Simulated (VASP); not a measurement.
# Cu (Fm-3m) in VASP: a series of runs, part 2 of 2

VASP 6.6.1.

### 5 Single point, PBE (a relaxed cell with its volume scaled by 0.97)

The input, INCAR:

```
SYSTEM = Cu
PREC = Accurate ; ENCUT = 520
EDIFF = 1E-7 ; ISMEAR = 0
SIGMA = 0.1 ; LREAL = .False.
LASPH = .True. ; NELM = 80
ALGO = Fast ; ISIF = 2
LWAVE = .False. ; LCHARG = .False.
GGA = PE ; NBANDS = 12
```

The input, KPOINTS:

```
Automatic mesh
0
Gamma
  6 6 6
  0 0 0
```

The input, POSCAR:

```
Cu                                      
1.0
    0.0000000000      1.8036021097      1.8036021097
    1.8036021097      0.0000000000      1.8036021097
    1.8036021097      1.8036021097     -0.0000000000
  Cu            
     1
Direct
     0.0000000000000000    0.0000000000000000    0.0000000000000000
```

Potentials or basis: VASP PAW PBE potentials, release 64 (Cu).

Started as:

```bash
cat potpaw_PBE.64/Cu/POTCAR > POTCAR
mpirun -np 1 vasp_std > vasp.out
```

OUTCAR:

```text
SYSTEM = Cu
   PREC = Accurate
   ENCUT = 520
   EDIFF = 1E-7
   ISMEAR = 0
   LREAL = .False.
   LASPH = .True.
   NELM = 80
   ISIF = 2
   GGA = PE

 ion  position               nearest neighbor table
   1  0.000  0.000  0.000-

  LATTYP: Found a face centered cubic cell.
 ALAT       =     3.6072042194

  Lattice vectors:

 A1 = (   0.0000000000,   1.8036021097,   1.8036021097)
 A2 = (   1.8036021097,   0.0000000000,   1.8036021097)
 A3 = (   1.8036021097,   1.8036021097,   0.0000000000)

Analysis of symmetry for initial positions (statically):
=====================================================================
 Subroutine PRICEL returns:
 Original cell was already a primitive cell.

 Routine SETGRP: Setting up the symmetry group for a
 face centered cubic supercell.

 Subroutine GETGRP returns: Found 48 space group operations
 (whereof 48 operations were pure point group operations)
 out of a pool of 48 trial point group operations.

The static configuration has the point symmetry O_h .

Analysis of symmetry for dynamics (positions and initial velocities):
=====================================================================
 Subroutine PRICEL returns:
 Original cell was already a primitive cell.

 Routine SETGRP: Setting up the symmetry group for a
 face centered cubic supercell.

 Subroutine GETGRP returns: Found 48 space group operations
 (whereof 48 operations were pure point group operations)
 out of a pool of 48 trial point group operations.

The dynamic configuration has the point symmetry O_h .

 Subroutine INISYM returns: Found 48 space group operations
 (whereof 48 operations are pure point group operations),
 and found     1 'primitive' translations

----------------------------------------------------------------------------------------

                                     Primitive cell

  volume of cell :      11.7342

  direct lattice vectors                    reciprocal lattice vectors
     0.000000000  1.803602110  1.803602110    -0.277223007  0.277223007  0.277223007
     1.803602110  0.000000000  1.803602110     0.277223007 -0.277223007  0.277223007
     1.803602110  1.803602110  0.000000000     0.277223007  0.277223007 -0.277223007

  length of vectors
     2.550678565  2.550678565  2.550678565     0.480164333  0.480164333  0.480164333

  position of ions in fractional coordinates (direct lattice)
     0.000000000  0.000000000  0.000000000

  ion indices of the primitive-cell ions
   primitive index   ion index
                 1           1

----------------------------------------------------------------------------------------

 KPOINTS: Automatic mesh

Automatic generation of k-mesh.
 Grid dimensions read from file:
 generate k-points for:    6    6    6

 Generating k-lattice:

  Cartesian coordinates                     Fractional coordinates (reciprocal lattice)
    -0.046203834  0.046203834  0.046203834     0.166666667  0.000000000  0.000000000
     0.046203834 -0.046203834  0.046203834     0.000000000  0.166666667  0.000000000
     0.046203834  0.046203834 -0.046203834     0.000000000  0.000000000  0.166666667

  Length of vectors
     0.080027389  0.080027389  0.080027389

  Shift w.r.t. Gamma in fractional coordinates (k-lattice)
     0.000000000  0.000000000  0.000000000

 Subroutine IBZKPT returns following result:
 ===========================================

 Found     16 irreducible k-points:

 Following reciprocal coordinates:
            Coordinates               Weight
  0.000000  0.000000  0.000000      1.000000
  0.166667  0.000000  0.000000      8.000000
  0.333333  0.000000  0.000000      8.000000
  0.500000  0.000000  0.000000      4.000000
  0.166667  0.166667  0.000000      6.000000
  0.333333  0.166667  0.000000     24.000000
[... 8 lines left out ...]
 -0.333333  0.333333  0.166667     24.000000
 -0.333333  0.500000  0.166667     12.000000
   k-points           NKPTS =     16   k-points in BZ     NKDIM =     16   number of bands    NBANDS=     12
   number of dos      NEDOS =    301   number of ions     NIONS =      1
   total plane-waves  NPLWV =   8000
   dimension x,y,z NGX =    20 NGY =   20 NGZ =   20
   dimension x,y,z NGXF=    40 NGYF=   40 NGZF=   40
   ions per type =               1
   NGX,Y,Z   is equivalent  to a cutoff of  13.04, 13.04, 13.04 a.u.
   NGXF,Y,Z  is equivalent  to a cutoff of  26.07, 26.07, 26.07 a.u.
 SYSTEM =  Cu
   PREC   = accura    normal or accurate (medium, high low for compatibility)
   ISTART =      0    job   : 0-new  1-cont  2-samecut
   ICHARG =      2    charge: 1-file 2-atom 10-const
   ISPIN  =      1    spin polarized calculation?
   LNONCOLLINEAR =      F non collinear calculations
   LSORBIT =      F    spin-orbit coupling
   LASPH  =      T    aspherical Exc in radial PAW
   ENCUT  =  520.0 eV  38.22 Ry    6.18 a.u.   4.74  4.74  4.74*2*pi/ulx,y,z
   NELM   =     80;   NELMIN=  2; NELMDL= -5     # of ELM steps
   EDIFF  = 0.1E-06   stopping-criterion for ELM
   LREAL  =      F    real-space projection
[... 7 lines left out ...]
   TEBEG  =    0.0;   TEEND  =   0.0 temperature during run
   PSTRESS=    0.0 pullay stress
   NELECT =      11.0000    total number of electrons
   NUPDOWN=      -1.0000    fix difference up-down
   EMIN   =  10.00;   EMAX   =-10.00  energy-range for DOS
   EFERMI =   0.00;   METHOD = LEGACY
   ISMEAR =     0;   SIGMA  =   0.10  broadening in eV -4-tet -1-fermi 0-gaus
   EFERMI_NEDOS =   21; number of points for ismear=-14 and -15
   IALGO  =     68    algorithm
   IMIX   =      4    mixing-type and parameters
     AMIX     =   0.40;   BMIX     =  1.00
     AMIX_MAG =   1.60;   BMIX_MAG =  1.00
  volume/ion in A,a.u.               =      11.73        79.19
  Fermi-wavevector in a.u.,A,eV,Ry     =   1.602218  3.027753 34.927559  2.567103
  Thomas-Fermi vector in A             =   2.699074
   LORBIT       =      0    0 simple, 1 ext, 2 COOP (PROOUT), +10 PAW based schemes
   GGA     = PE    functional components
   LHFCALC =     F    Hartree Fock is set to
   AEXX    =    0.0000 exact exchange contribution
   IVDW    =     0    specifies the selected vdW correction
   LEPSILON=     F    determine dielectric tensor
   LRPA    =     F    only Hartree local field effects (RPA)
 non-spin polarized calculation
 RMM-DIIS sequential band-by-band and
 Gauss-broadening in eV      SIGMA  =   0.10
  energy-cutoff  :      520.00
  volume of cell :       11.73
 maximum number of plane-waves:       332
   NGX =  9   NGY =  9   NGZ =  9

 number of electron      11.0000004 magnetization

 Free energy of the ion-electron system (eV)
  ---------------------------------------------------
  ext. energy  EPLUGINS =         0.00000000
  ---------------------------------------------------
  free energy    TOTEN  =        -3.66378923 eV

  energy without entropy =       -3.65783022  energy(sigma->0) =       -3.66080972

 E-fermi :   7.6106     XC(G=0): -12.7641

 val. band max:        7.5880547343   @ k =   0.5000   0.3333   0.1667
 cond. band min:       8.1370931443   @ k =   0.5000   0.1667   0.0000
 fundamental gap:      0.5490384100
 Fermi energy:         7.6105874469

 k-point     1 :       0.0000    0.0000    0.0000
  band No.  band energies     occupation
      1      -1.7344      2.00000
      2       4.6170      2.00000
      3       4.6170      2.00000
      4       4.6170      2.00000
      5       5.4473      2.00000
      6       5.4473      2.00000
      7      30.3132      0.00000
      8      33.0068      0.00000
      9      33.0068      0.00000
     10      33.0068      0.00000
     11      35.5038      0.00000
     12      35.5038      0.00000

 k-point     2 :       0.1667    0.0000    0.0000
  band No.  band energies     occupation
      1      -0.7413      2.00000
      2       4.4405      2.00000
      3       4.7566      2.00000
      4       4.7566      2.00000
      5       5.4211      2.00000
      6       5.4211      2.00000
      7      24.3779      0.00000
      8      30.7573      0.00000
      9      31.3314      0.00000
     10      31.3314      0.00000
     11      37.3369      0.00000
     12      37.8769      0.00000
[... 196 lines left out ...]
 k-point    16 :      -0.3333    0.5000    0.1667
  band No.  band energies     occupation
      1       3.2626      2.00000
      2       3.6005      2.00000
      3       4.8178      2.00000
      4       5.5973      2.00000
      5       6.1660      2.00000
      6      11.7095      0.00000
      7      15.3664      0.00000
      8      16.3912      0.00000
      9      17.7278      0.00000
     10      31.3868      0.00000
     11      33.9523      0.00000
     12      41.1935      0.00000

------------------------ aborting loop because EDIFF is reached ----------------------------------------

  FORCE on cell =-STRESS in cart. coord.  units (eV):
  Direction    XX          YY          ZZ          XY          YZ          ZX
  --------------------------------------------------------------------------------------
  -------------------------------------------------------------------------------------
  Total        0.3255762      0.3255762      0.3255762     -0.0000000     -0.0000000      0.0000000
  in kB       44.4540216     44.4540216     44.4540216     -0.0000000     -0.0000000      0.0000000
  external PRESSURE =      44.4540216 kB  Pullay stress =       0.0000000 kB

 VOLUME and BASIS-vectors are now :
 -----------------------------------------------------------------------------
  energy-cutoff  :      520.00
  volume of cell :       11.73
      direct lattice vectors                 reciprocal lattice vectors
     0.000000000  1.803602110  1.803602110    -0.277223007  0.277223007  0.277223007
     1.803602110  0.000000000  1.803602110     0.277223007 -0.277223007  0.277223007
     1.803602110  1.803602110  0.000000000     0.277223007  0.277223007 -0.277223007

 POSITION                                       TOTAL-FORCE (eV/Angst)
 -----------------------------------------------------------------------------------
      0.00000      0.00000      0.00000        -0.000000      0.000000      0.000000
 -----------------------------------------------------------------------------------
    total drift:                                0.000000      0.000000      0.000000

  FREE ENERGIE OF THE ION-ELECTRON SYSTEM (eV)
  ---------------------------------------------------
  free  energy   TOTEN  =        -3.6637892280 eV

  energy  without entropy=       -3.6578302155  energy(sigma->0) =       -3.66080972
```

It took 2.4 s on 1 thread of Intel Xeon 6975P-C (Granite Rapids), shared host; peak memory 0.12 GiB.

Results:

| Quantity | Value |
| --- | --- |
| Free energy | -3.6638 eV |
| Pressure | 4.4 GPa |
| Band gap on the k mesh | none (metal or under the smearing width) |

Levels at points of the mesh, in eV from the Fermi level:
```
           k point  band 3  band 4  band 5  band 6  band 7  band 8  band 9  band 10
(0.00, 0.00, 0.00)   -2.99   -2.99   -2.16   -2.16   22.70   25.40   25.40    25.40
(0.50, 0.00, 0.00)   -3.03   -1.59   -1.59   -0.97    3.84   21.19   22.23    22.23
(0.50, 0.50, 0.00)   -1.61   -1.45   -1.45    1.55    7.21   13.19   13.19    17.70
```

Caveat: the k mesh is coarse (spacing up to 0.50 Å⁻¹), so the values aren't converged.

### 6 Single point, PBE (a relaxed cell with its volume scaled by 1.03)

INCAR is that of step 5.

KPOINTS is that of step 5.

The input, POSCAR:

```
Cu                                      
1.0
    0.0000000000      1.8400483355      1.8400483355
    1.8400483355      0.0000000000      1.8400483355
    1.8400483355      1.8400483355     -0.0000000000
  Cu            
     1
Direct
     0.0000000000000000    0.0000000000000000    0.0000000000000000
```

Potentials or basis: VASP PAW PBE potentials, release 64 (Cu).

Started as:

```bash
cat potpaw_PBE.64/Cu/POTCAR > POTCAR
mpirun -np 1 vasp_std > vasp.out
```

It took 2.4 s on 1 thread of Intel Xeon 6975P-C (Granite Rapids), shared host; peak memory 0.11 GiB.

It converged, with:

- Free energy: -3.6645 eV
- Pressure: -3.8 GPa
- Band gap on the k mesh: none (metal or under the smearing width)

Levels at points of the mesh, in eV from the Fermi level:
```
           k point  band 4  band 5  band 6  band 7  band 8  band 9
(0.00, 0.00, 0.00)   -2.79   -2.03   -2.03   22.25   24.48   24.48
(0.50, 0.00, 0.00)   -1.51   -1.51   -0.76    3.58   20.77   21.34
(0.50, 0.50, 0.00)   -1.38   -1.38    1.63    6.83   12.76   12.76
```

Caveat: the k mesh is coarse (spacing up to 0.49 Å⁻¹), so the values aren't converged.

### 7 The runs side by side

```tsv
task	cell	gap on the mesh (eV)	pressure (GPa)
relaxation of cell and atoms	relaxed	none	0.0
single point	Fm-3m, 12.1 Å³/atom	none	0.0
single point	a relaxed cell with its volume scaled by 0.97	none	4.4
single point	a relaxed cell with its volume scaled by 1.03	none	-3.8
```

Alike in all rows: level PBE; potentials or basis VASP PAW PBE potentials, release 64 (Cu); no spin polarisation; k mesh 6 × 6 × 6; cutoff (eV) 520; smearing gaussian 0.1 eV; the mesh is coarse, so values aren't converged.

Caveats: all runs use coarse meshes.

Total energies depend on the potentials used, so only differences within one code and one set of settings carry meaning.
